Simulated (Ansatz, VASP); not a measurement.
## Cross-check of Co31W4 ((10-13) twin boundary in hcp Co with 11 % W, 0 of 8 solute atoms at the boundaries) between VASP and Ansatz

Wanted: the spread between two codes on one cell, functional and k mesh. The cell is taken from a series of runs on this material, whose earlier steps may have relaxed, scaled, displaced or heated it; both programs get it as it stands.

Main program and level: Ansatz 0.2.0; plane waves, with VASP 6.6.1 beside it; single point at PBE.

### Step 1. Set-up

The cell holds 70 atoms: 62 Co and 8 W. Its edges and angles: a = 8.600 Å, b = 5.046 Å, c = 20.799 Å, α = 90.0°, β = 90.0°, γ = 116.1°. It derives from Co. Two grains of Co, mirror images, two boundaries a cell, the joint chosen and relaxed with the MACE-MP-0b2 potential; the cell scaled by Vegard's rule for 8 W among 70 atoms, 0 of them put at random on the 23 sites nearest the other grain and the rest on the 23 sites farthest from it; atoms relaxed with that potential at fixed cell. Lattice constants are starting values near those of PBE. The structure's axis is c.

### Step 2. Ansatz: single point, PBE

Ansatz runs on its default PAW (the set named soft_2) files.

A single point gives forces, pressure and levels at one fixed geometry, so differences don't come from the geometry; what else differs is listed under the comparison.

File input.yaml:

```yaml
crystal:
  lattice:
    - [8.59978, 0.0, 0.0]
    - [-2.22036, 4.53095, 0.0]
    - [0.0, 0.0, 20.79892]
  atoms:
    - { symbol: Co, position: [0.23468, 0.42522, 0.99853], spin: 1.7 }
    - { symbol: Co, position: [0.94218, 0.20624, 0.05113], spin: 1.7 }
    - { symbol: Co, position: [0.47458, 0.35568, 0.054], spin: 1.7 }
    - { symbol: Co, position: [0.182, 0.13692, 0.10041], spin: 1.7 }
    - { symbol: Co, position: [0.70994, 0.28207, 0.10547], spin: 1.7 }
    - { symbol: Co, position: [0.41957, 0.06434, 0.15438], spin: 1.7 }
    - { symbol: W, position: [0.95202, 0.21428, 0.17147] }
    - { symbol: Co, position: [0.65469, 0.49193, 0.20997], spin: 1.7 }
    - { symbol: Co, position: [0.20187, 0.15005, 0.22149], spin: 1.7 }
    - { symbol: Co, position: [0.90674, 0.4398, 0.2742], spin: 1.7 }
    - { symbol: W, position: [0.44044, 0.08233, 0.28038] }
    - { symbol: Co, position: [0.12931, 0.34732, 0.32656], spin: 1.7 }
    - { symbol: W, position: [0.70552, 0.02844, 0.34067] }
    - { symbol: Co, position: [0.38453, 0.28848, 0.38594], spin: 1.7 }
    - { symbol: Co, position: [0.92934, 0.45397, 0.39944], spin: 1.7 }
    - { symbol: Co, position: [0.6277, 0.2245, 0.44264], spin: 1.7 }
    - { symbol: Co, position: [0.16497, 0.37222, 0.44384], spin: 1.7 }
    - { symbol: Co, position: [0.86604, 0.14736, 0.50125], spin: 1.7 }
    - { symbol: Co, position: [0.39938, 0.3004, 0.50222], spin: 1.7 }
    - { symbol: Co, position: [0.94185, 0.20568, 0.9456], spin: 1.7 }
    - { symbol: Co, position: [0.47927, 0.35719, 0.94179], spin: 1.7 }
    - { symbol: Co, position: [0.18046, 0.13709, 0.89577], spin: 1.7 }
    - { symbol: Co, position: [0.71413, 0.27885, 0.89429], spin: 1.7 }
    - { symbol: Co, position: [0.41688, 0.05849, 0.84177], spin: 1.7 }
    - { symbol: Co, position: [0.95886, 0.21439, 0.8291], spin: 1.7 }
    - { symbol: W, position: [0.66328, 0.49509, 0.79209] }
    - { symbol: Co, position: [0.19705, 0.14945, 0.77542], spin: 1.7 }
    - { symbol: W, position: [0.90975, 0.42012, 0.72469] }
    - { symbol: Co, position: [0.44205, 0.09022, 0.71997], spin: 1.7 }
    - { symbol: Co, position: [0.13951, 0.33944, 0.67016], spin: 1.7 }
    - { symbol: Co, position: [0.67888, 0.00879, 0.66206], spin: 1.7 }
    - { symbol: Co, position: [0.38728, 0.28737, 0.61651], spin: 1.7 }
    - { symbol: Co, position: [0.92231, 0.44262, 0.60225], spin: 1.7 }
    - { symbol: Co, position: [0.6284, 0.21987, 0.56167], spin: 1.7 }
    - { symbol: Co, position: [0.15878, 0.36982, 0.55552], spin: 1.7 }
    - { symbol: Co, position: [0.23295, 0.92509, 0.99803], spin: 1.7 }
    - { symbol: Co, position: [0.94115, 0.70657, 0.04742], spin: 1.7 }
    - { symbol: Co, position: [0.47291, 0.85529, 0.05413], spin: 1.7 }
    - { symbol: Co, position: [0.18136, 0.6356, 0.10073], spin: 1.7 }
    - { symbol: Co, position: [0.70927, 0.78249, 0.1054], spin: 1.7 }
    - { symbol: Co, position: [0.41865, 0.56439, 0.15463], spin: 1.7 }
    - { symbol: W, position: [0.9508, 0.71313, 0.16671] }
    - { symbol: Co, position: [0.6549, 0.99047, 0.2103], spin: 1.7 }
    - { symbol: Co, position: [0.20278, 0.65336, 0.22203], spin: 1.7 }
    - { symbol: Co, position: [0.90687, 0.92053, 0.2742], spin: 1.7 }
    - { symbol: W, position: [0.4369, 0.57638, 0.2807] }
    - { symbol: Co, position: [0.13819, 0.85283, 0.32728], spin: 1.7 }
    - { symbol: Co, position: [0.68997, 0.518, 0.33963], spin: 1.7 }
    - { symbol: Co, position: [0.38603, 0.78946, 0.38629], spin: 1.7 }
    - { symbol: Co, position: [0.92983, 0.93954, 0.39921], spin: 1.7 }
    - { symbol: Co, position: [0.62743, 0.71677, 0.44272], spin: 1.7 }
    - { symbol: Co, position: [0.16812, 0.87599, 0.44542], spin: 1.7 }
    - { symbol: Co, position: [0.86485, 0.65079, 0.50128], spin: 1.7 }
    - { symbol: Co, position: [0.40041, 0.79907, 0.50219], spin: 1.7 }
    - { symbol: Co, position: [0.93664, 0.70323, 0.94315], spin: 1.7 }
    - { symbol: Co, position: [0.47491, 0.85666, 0.94135], spin: 1.7 }
    - { symbol: Co, position: [0.17464, 0.62829, 0.89592], spin: 1.7 }
    - { symbol: Co, position: [0.7153, 0.79415, 0.89245], spin: 1.7 }
    - { symbol: Co, position: [0.41328, 0.56066, 0.84313], spin: 1.7 }
    - { symbol: Co, position: [0.96765, 0.73148, 0.82919], spin: 1.7 }
    - { symbol: Co, position: [0.66159, 0.99604, 0.7872], spin: 1.7 }
    - { symbol: Co, position: [0.20378, 0.66111, 0.7771], spin: 1.7 }
    - { symbol: Co, position: [0.90171, 0.92068, 0.72626], spin: 1.7 }
    - { symbol: W, position: [0.43389, 0.58915, 0.71858] }
    - { symbol: Co, position: [0.14913, 0.86138, 0.67368], spin: 1.7 }
    - { symbol: Co, position: [0.68029, 0.5105, 0.6629], spin: 1.7 }
    - { symbol: Co, position: [0.38154, 0.7951, 0.61619], spin: 1.7 }
    - { symbol: Co, position: [0.9172, 0.9351, 0.60582], spin: 1.7 }
    - { symbol: Co, position: [0.62775, 0.72219, 0.56084], spin: 1.7 }
    - { symbol: Co, position: [0.15823, 0.87388, 0.55717], spin: 1.7 }
magnetization:
  spin_polarized: true
kpoints:
  mp_grid: { grid: [2, 4, 1] }
hamiltonian:
  xc: pbe
scf:
  occupations: { method: fermi_dirac, width: 0.1 }
  lower_state_search: "off"
output:
  forces: true
```

Run with:

```sh
ansatz run input.yaml --threads 6 --pin off --max-ram 102400MiB --backend cuda --events-out ev --progress --plain --runs-dir out
```

Numbers of over 12 decimals in the logs are rounded to 6 here.

The log of the run:

```text
Engine: ansatz 0.2.0, x86_64-unknown-linux-gnu
Pseudopotentials: kind: paw
Pseudopotential: Co, paw, valence charge 17, recommended cutoff 420 eV (normal), Co.paw.azcp
Pseudopotential: W, paw, valence charge 14, recommended cutoff 420 eV (normal), W.paw.azcp
Functional definition: PBE
  parameter kappa = 0.804
  parameter beta = 0.066725
  exchange = pbe_x(kappa = kappa, mu = beta*pi^2/3)
  correlation = pbe_c(beta = beta)
device memory: the entry about to start is reckoned to put 29.6 GiB on a device that reports 63.9 GiB free
GPU FFT provider: cuFFT
GPU libraries: cuBLAS 13.8.2, cuFFT 12.4.0, cuSOLVER 12.3.4
Crystal: 70 atoms, lattice volume = 810.434 Å³
Basis set: ecut = 420 eV, 15875 PW (Γ), exchange–correlation on 120×72×288 points (8 copies of the dense FFT grid, shifted against one another)
Bands: 763, of which v1, the nominal top of the filled ones, is band 583 counted from 1 (582 counted from 0)
Symmetry: 1 space group operations
Space group: P1 (ITA 1), of the structure as read, at distance tolerance 9.3e-5 Å
Magnetic group: BNS 1.1 (UNI 1), of the structure as read, at distance tolerance 9.3e-5 Å
k-points: 6 of 8 (time reversal used)
Non-local potential: Co, projectors of the file, l = 0: 3, l = 1: 2, l = 2: 3, l = 3: 1
Non-local potential: W, projectors of the file, l = 0: 3, l = 1: 2, l = 2: 2, l = 3: 1
PAW form: soft (Blöchl's): semilocal exchange-correlation on the pseudo side does not see the compensation charge
PAW one-centre angular grid: Co, 590 points (default); XC on 64 Gauss nodes
PAW one-centre angular grid: W, 590 points (default); XC on 64 Gauss nodes
Initial density: superposition of atomic densities (chi_scale 0.1, normalization cell, long waves 70 % of neutral atoms (reshape's long-wave potential 1.70 eV rms, cloud 2.88 Å wide))
Starting moments: Σ|m| = 105.4 μB on 62 of 70 sites
Initial wavefunctions: pseudopotential atomic-orbital guess
GPU buffer pool allocated for 311040 grid points (all kernels)
GPU transforms: local potential and band sums: pruned to the plane-wave sphere, on 60×36×144
Functional: x = pbe(κ = 0.804, μ = 0.219515), c = pbe(β = 0.066725)
SCF iter   1: F=—  HF=-400962.814291 eV  |F-HF|=—  |Δ(HF+E_count)|=         —  Δρ=2.11e-1 (↑8.82e-2 ↓2.11e-1)  dr2=4.72e3  dr2_m=4.26e1  M=67.349 μB ∫|m|=72.730 μB  β_m=0.30  ethr=3.10e-3  ⟨swp⟩=4.0  Hψ=26645  notcnv=0  defer=717
preconditioner: auto → Kerker (q_TF=auto, 2.899 Å⁻¹)  [metal: Δε(μ)=0.004 eV  Ē_g=8.098 eV  σ=0.100 eV  W_gap=0.01  n_scr=336 (ndim 8)  ℏωp=32.1 eV  f_vac=0.002  D(μ)=94.70/eV (n_scr^D=1340)]
spin=Collinear: Kerker preconditioning applied to the charge; magnetization (m = ρ↑ − ρ↓) channel mixes plain (no charge-response kernel on spin).
SCF iter   2: F=—  HF=-400958.294038 eV  |F-HF|=—  |Δ(HF+E_count)|=    4.52e0  Δρ=2.72e-1 (↑1.54e-1 ↓2.72e-1)  dr2=2.11e3  dr2_m=5.44e1  M=61.848 μB ∫|m|=67.130 μB  β_m=0.30  ethr=3.10e-3  ⟨swp⟩=3.0  Hψ=18892  notcnv=0  defer=1264
SCF iter   3: F=—  HF=-400914.388065 eV  |F-HF|=—  |Δ(HF+E_count)|=    4.39e1  Δρ=1.50e-1 (↑9.34e-2 ↓1.50e-1)  dr2=2.02e3  dr2_m=1.16e1  M=66.056 μB ∫|m|=73.292 μB  β_m=0.30  ethr=3.10e-3  ⟨swp⟩=3.0  Hψ=19107  notcnv=0  defer=1144
SCF iter   4: F=—  HF=-400901.350136 eV  |F-HF|=—  |Δ(HF+E_count)|=    1.30e1  Δρ=1.18e-1 (↑8.28e-2 ↓1.18e-1)  dr2=5.79e2  dr2_m=8.94e0  M=71.497 μB ∫|m|=79.236 μB  β_m=0.30  ethr=3.10e-3  ⟨swp⟩=3.2  Hψ=20030  notcnv=0  defer=1151
SCF iter   5: F=—  HF=-400892.639663 eV  |F-HF|=—  |Δ(HF+E_count)|=    8.71e0  Δρ=6.84e-2 (↑3.34e-2 ↓6.84e-2)  dr2=8.34e1  dr2_m=6.47e0  M=74.505 μB ∫|m|=83.095 μB  β_m=0.30  ethr=3.10e-3  ⟨swp⟩=3.4  Hψ=19788  notcnv=0  defer=1139
SCF iter   6: F=—  HF=-400890.774305 eV  |F-HF|=—  |Δ(HF+E_count)|=    1.87e0  Δρ=3.77e-2 (↑2.57e-2 ↓3.77e-2)  dr2=2.23e1  dr2_m=4.58e0  M=77.296 μB ∫|m|=86.125 μB  β_m=0.30  ethr=3.10e-3  ⟨swp⟩=3.3  Hψ=10301  notcnv=0  defer=1142
SCF iter   7: F=—  HF=-400890.811768 eV  |F-HF|=—  |Δ(HF+E_count)|=   3.75e-2  Δρ=3.32e-2 (↑1.80e-2 ↓3.32e-2)  dr2=7.26e0  dr2_m=4.02e0  M=77.898 μB ∫|m|=87.312 μB  β_m=0.30  ethr=1.91e-3  ⟨swp⟩=2.2  Hψ=9799  notcnv=0  defer=1130
SCF iter   8: F=—  HF=-400890.907348 eV  |F-HF|=—  |Δ(HF+E_count)|=   9.56e-2  Δρ=2.10e-2 (↑2.10e-2 ↓1.73e-2)  dr2=6.82e0  dr2_m=1.94e0  M=77.380 μB ∫|m|=87.509 μB  β_m=0.30  ethr=6.23e-4  ⟨swp⟩=3.2  Hψ=12891  notcnv=0  defer=1130
SCF iter   9: F=—  HF=-400890.915719 eV  |F-HF|=—  |Δ(HF+E_count)|=   8.37e-3  Δρ=1.84e-2 (↑1.80e-2 ↓1.84e-2)  dr2=3.39e0  dr2_m=1.94e0  M=78.160 μB ∫|m|=88.578 μB  β_m=0.30  ethr=5.85e-4  ⟨swp⟩=2.2  Hψ=9167  notcnv=0  defer=1126
SCF iter  10: F=—  HF=-400891.003455 eV  |F-HF|=—  |Δ(HF+E_count)|=   8.77e-2  Δρ=1.47e-2 (↑1.47e-2 ↓1.43e-2)  dr2=5.02e-1  dr2_m=1.48e0  M=78.795 μB ∫|m|=89.452 μB  β_m=0.30  ethr=2.90e-4  ⟨swp⟩=1.9  Hψ=8155  notcnv=0  defer=1126
[...]
SCF iter  44: F=—  HF=-400891.324528 eV  |F-HF|=—  |Δ(HF+E_count)|=   5.82e-8  Δρ=3.75e-6 (↑2.98e-6 ↓3.75e-6)  dr2=1.62e-7  dr2_m=5.66e-8  M=80.405 μB ∫|m|=92.470 μB  β_m=0.38  ethr=1.63e-10  ⟨swp⟩=1.3  Hψ=8038  notcnv=0  defer=1122
SCF iter  45: F=—  HF=-400891.324528 eV  |F-HF|=—  |Δ(HF+E_count)|=   2.03e-8  Δρ=6.80e-6 (↑3.31e-6 ↓6.80e-6)  dr2=8.98e-7  dr2_m=4.49e-8  M=80.405 μB ∫|m|=92.470 μB  β_m=0.38  ethr=8.58e-12  ⟨swp⟩=3.0  Hψ=22882  notcnv=0
SCF iter  46: F=—  HF=-400891.324527 eV  |F-HF|=—  |Δ(HF+E_count)|=   1.66e-7  Δρ=7.90e-6 (↑3.41e-6 ↓7.90e-6)  dr2=9.15e-7  dr2_m=5.89e-8  M=80.405 μB ∫|m|=92.470 μB  β_m=0.27  ethr=1.39e-11  ⟨swp⟩=2.0  Hψ=15009  notcnv=0  defer=1122
SCF iter  47: F=—  HF=-400891.324527 eV  |F-HF|=—  |Δ(HF+E_count)|=   2.01e-8  Δρ=4.05e-6 (↑1.79e-6 ↓4.05e-6)  dr2=2.45e-7  dr2_m=1.81e-8  M=80.405 μB ∫|m|=92.470 μB  β_m=0.21  ethr=1.39e-11  ⟨swp⟩=1.0  Hψ=8034  notcnv=0  defer=1122
SCF iter  48: F=-400891.324527 eV  HF=-400891.324527 eV  |F-HF|=6.75e-8  |Δ(HF+E_count)|=   3.96e-9  Δρ=2.39e-6 (↑6.96e-7 ↓2.39e-6)  dr2=7.81e-8  dr2_m=7.82e-9  M=80.405 μB ∫|m|=92.470 μB  ethr=8.58e-12  ⟨swp⟩=1.8  Hψ=17794  notcnv=0
SCF 1 converged in 48 iterations: F = -400891.324527 eV  dr2 = 7.81e-8
  greatest PAW one-centre occupation: 1.001 electrons in one spin orbital (limit 2), on the Co atom at site 19 (counted from 0), in its partial waves of l = 1
SCF converged after 48 iterations
Magnetization: 80.4047 μB (623.2024 up, 542.7976 down)
Absolute magnetization: 92.4951 μB (∫|ρ↑−ρ↓|, with the PAW one-centre terms)
Spin contamination: 2.2888 ħ² per cell (⟨S²⟩ above its minimum at these occupations)
Per-site moments (μB) at R_I (Å): [(1.740362, 1.029722), (1.567387, 0.905401), (1.748353, 0.962837), (1.342851, 1.013503), (1.333887, 1.013973), (1.415050, 1.015704), (-0.140622, 1.003393), (0.918261, 1.013649), (0.834519, 1.035230), (0.710986, 0.997994), (-0.106939, 1.033891), (1.444631, 0.997994), (-0.193226, 1.013430), (1.214384, 0.998753), (1.424954, 0.994911), (1.480723, 1.021283), (1.714326, 0.958379), (1.79801 [...]
Free energy (F): -400891.324527 eV
Harris-Foulkes:  -400891.324527 eV  (|F-HF|=6.75e-8)
Internal energy: -400888.765437 eV  (E = F + TS)
E sigma→0 (E₀):  -400890.044982 eV
Entropy (-TS):   -2.559091 eV (-36.558 meV/atom)
Fermi energy:    18.953014 eV
--- Per-component energies (eV) ---
  E_band       = -15893.825878
  E_kinetic    = 31773.491523
  E_local      = -192705.383652  (includes V_loc(G=0)·N_el)
  E_nonlocal   = 28163.214638
  E_hartree    = 81413.375929
  E_xc         = -12000.907380
  E_vxc        = -14641.618840  (∫ρ·V_xc dr)
  E_paw        = -162446.769080  (= ΣΔE_a)
  E_vpaw       = -31310.297865  (= ΣTr[D̂ρ^β])
  E_aug_tail   = 0.004600  (compensation charges beyond the density's cutoff)
  E_ewald      = -175085.792015
  E_smearing   = -2.559091  (= −TS)
  E_closure    = 0.000000  (closes the sum)
  Σ components = -400891.324527   (vs F -400891.324527, Δ=0.00e0)
--- Forces (eV/Å), atoms counted from 1 ---
  atom   1  Co     0.05079878     0.02279851    -0.04735778
  atom   2  Co    -0.36035605    -0.16231658     0.21520445
  atom   3  Co     0.12591982     0.05922756     0.04963457
  atom   4  Co     0.27782038     0.09210347    -0.25525286
  atom   5  Co    -0.13200183    -0.07051357     0.02080584
  atom   6  Co    -0.20338503    -0.08598497     0.23658209
  atom   7  W      0.11206252     0.02371052    -0.04078864
  atom   8  Co     0.22304636     0.10445986     0.09753556
  atom   9  Co     0.14394353     0.06099797     0.26121083
  atom  10  Co    -0.25461154    -0.11003273    -0.06504804
  atom  11  W     -0.29785370    -0.19987446    -0.19831617
  atom  12  Co     0.34011607     0.16153025    -0.10919434
  atom  13  W      0.10588326     0.04690711     0.30179431
  atom  14  Co     0.11839940     0.04766271    -0.04201718
  atom  15  Co    -0.04198870    -0.05792495     0.04992569
  atom  16  Co    -0.10804180    -0.00247072     0.02785423
  atom  17  Co     0.00167177     0.02072115     0.08645870
  atom  18  Co     0.01746364     0.07295584    -0.22979960
  atom  19  Co     0.08354987     0.00032304    -0.02684923
  atom  20  Co    -0.00084481    -0.02866861    -0.19192759
  atom  21  Co    -0.05081691     0.02147452    -0.12348185
  atom  22  Co     0.25059756     0.03481230     0.18190105
  atom  23  Co     0.02231206     0.14331793    -0.29798605
  atom  24  Co    -0.30298194    -0.10588429    -0.04805862
[...]
atom  63  Co    -0.05514527     0.06949974     0.05937428
  atom  64  W      0.12825782    -0.02201053    -0.37771867
  atom  65  Co    -0.06647074     0.09831000    -0.05046977
  atom  66  Co     0.17516556     0.11726934    -0.15813405
  atom  67  Co     0.02558152    -0.11152796     0.00890961
  atom  68  Co     0.02385146    -0.00273514     0.14514405
  atom  69  Co    -0.06980582    -0.11208921     0.11252696
  atom  70  Co     0.11197711     0.08114191    -0.10824218
  max |Σ_I F_I| component: 3.94e-5 eV/Å
```

(Part 1 of 2 ends here.)

[Lines on the potential files, build, host, timing and source positions are cut from VASP's logs without a mark.]

[Logs are printed without paths, hosts, clocks, repeated set-up lines and the standing remarks that a program may print on its own settings, such as how far it seeks lower states.]

[Hosts, paths, dates, database ids (printed as entryN), source tags and the programs' standing remarks are cut or masked in the printed files.]
